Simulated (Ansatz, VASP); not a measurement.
**Two plane-wave programs on Na2H**

```
Na H
1.0
     3.30810    0.00000    0.00000
     0.00000    3.30810    0.00000
     0.00000    0.00000    6.23567
Na H
2 1
Direct
  0.00000 0.00000 0.04870
  0.50000 0.50000 0.52121
  0.00000 0.00000 0.43008
```

Change from the starting cell: the structure that the rattled cell fell into.

Alike in both runs: functional PBE; k mesh 14 × 14 × 8; occupations gaussian, width 0.1 eV; no spin polarisation.

Ansatz relaxed the structure, and its values are those at the end. VASP's run is a single point on that final structure, the one shown.

```csv
,VASP,Ansatz
version,VASP 6.6.1,Ansatz 0.2.0
potentials or method,"VASP PAW PBE potentials, release 64 (Na_pv, H)","scalar-relativistic, plane waves, PAW"
plane-wave cutoff (eV),520,420
valence electrons in the cell,15,19
```

|  | VASP | Ansatz | Ansatz less VASP |
| --- | --- | --- | --- |
| gap on the k mesh at the Fermi level (eV) | none | none | - |
| pressure (GPa) | 0.0 | 0.0 | +0.02 |

A gap of «none» marks a metal or a gap that the smearing closes. The functional is the same, so the differences come from potentials, cutoffs and numerics. The two sets of potentials don't hold the same shells in valence.
